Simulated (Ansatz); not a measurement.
# Al under changes of volume

One of the cells (16.603 Å³/atom); the others are scaled copies at fixed shape and fractional positions:

```
Al
1.0
     0.00000    2.02481    2.02481
     2.02481    0.00000    2.02481
     2.02481    2.02481    0.00000
Al
1
Cartesian
  0.0000 0.0000 0.0000
```

| Property | Result |
| --- | --- |
| Program | Ansatz 0.2.0 |
| Functional | PBE |
| Potentials or basis | SSSP precision PAW |
| Cutoff | 408 eV |
| Density cutoff | 4082 eV |
| k mesh | 11 × 11 × 11 |
| Occupations | fermi-dirac, width 0.05 eV |
| Spin | no spin polarisation |

| volume (Å³/atom) | energy over the lowest point (meV/atom) | pressure (GPa) |
| --- | --- | --- |
| 15.607 | 13.09 | 5.0 |
| 15.939 | 4.87 | 3.0 |
| 16.271 | ? | ? |
| 16.603 | 0.00 | -0.5 |
| 16.935 | 2.56 | -1.9 |
| 17.267 | 7.99 | -3.3 |
| 17.599 | 15.99 | -4.4 |

**Question.** What does the run at 16.271 Å³/atom give?

**Answer.** Energy over the lowest point 0.65 meV/atom; pressure 1.2 GPa.

Worked out: A Birch-Murnaghan fit of order 3 (a polynomial in V^(-2/3)) to the other rows has its minimum at 16.50 Å³/atom with B0 = V·E''(V) = 79 GPa and B' = 4.5. It gives 0.65 meV/atom at 16.271 Å³/atom, against the run's 0.65, and -dE/dV = 1.1 GPa, against 1.2.

Energies are extrapolated to zero smearing.
